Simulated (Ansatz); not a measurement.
Consider the ligand exchange at a B–C bond: `C=C=C(F)BC` + acetic acid → `CBOC(C)=O` + `C=C=CF`.

Calculated with Ansatz (gas phase, PBE0-D4/def2-TZVP geometries, no zero-point term in ΔE). CCSD(T)/CBS adds triple-zeta CCSD(T) − MP2 to the extrapolated MP2 energy (def2 sets, frozen cores). Functionals use def2-TZVPP. Each species was taken in one conformer, which may not be the lowest.

```json
{"level": "PBE0", "ΔE (kcal/mol)": "-14.4"}
{"level": "HF/def2-TZVPP", "ΔE (kcal/mol)": "-18.8"}
{"level": "CCSD/def2-TZVPP", "ΔE (kcal/mol)": "-17.4"}
{"level": "HF/def2-QZVPP", "ΔE (kcal/mol)": "-19.0"}
```

Problem. What does CCSD(T)/CBS give? (Best estimate.)

Solution. The calculation gave: -16.5 kcal/mol. The listed levels differ from it by 2.1, -2.3, -0.9, -2.5 kcal/mol.

Largest T1 diagnostic among the species: 0.015.

From PBE to PBE0 (25 % exact exchange), in def2-TZVPP and without D4, ΔE moves by −1.0 kcal/mol. In def2-TZVPP, CCSD(T) changes the Hartree–Fock value by +1.9 kcal/mol (the triples alone add +0.4 kcal/mol) and MP2 by +2.7 kcal/mol.

CCSD(T)/CBS has its own doubt, a few kJ/mol and more with outer-core shells, so smaller differences from it don't rank the levels.
